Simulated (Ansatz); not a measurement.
## CdSe: vacancy migration on the Se sublattice

All numbers below come from Ansatz, DFT PBEsol, scalar-relativistic, plane waves, PAW. Settings: plane waves to 420 eV, k-mesh 4×4×4 (Γ-centred), Gaussian smearing 0.05 eV. No spin polarisation.

The perfect supercell:

```
Cd Se
1.0
    -6.08262    6.08262    0.00000
     0.00000    6.08262   -6.08262
    -6.08262    0.00000   -6.08262
Cd Se
8 8
Direct
  0.00000 0.00000 0.50000
  0.00000 0.50000 0.50000
  0.00000 0.00000 0.00000
  0.00000 0.50000 0.00000
  0.50000 0.00000 0.50000
  0.50000 0.50000 0.50000
  0.50000 0.00000 0.00000
  0.50000 0.50000 0.00000
  0.37500 0.87500 0.37500
  0.37500 0.37500 0.37500
  0.37500 0.87500 0.87500
  0.37500 0.37500 0.87500
  0.87500 0.87500 0.37500
  0.87500 0.37500 0.37500
  0.87500 0.87500 0.87500
  0.87500 0.37500 0.87500
```

Atom 9 (Se) is removed, leaving a vacancy without charge, and atom 10 jumps 4.30 Å into it. The vacancy and the half-way point are each relaxed at fixed cell, keeping their symmetry. The supercell is small, and one in 8 of its Se atoms is missing. It repeats after two jumps, so the jumping atom has a vacancy on both sides, which can shift the barrier from that beside a lone vacancy.

**Question.** How high does the half-way point lie?

**Answer.** 0.73 eV above the relaxed vacancy, with the jumping atom 0.47 Å off the straight line. This is the barrier if that point is a first-order saddle, which wasn't checked.

Cost: 2 runs of about 9.4 core-minutes in all, on AMD EPYC 9B45 (Zen 5) (shared hosts).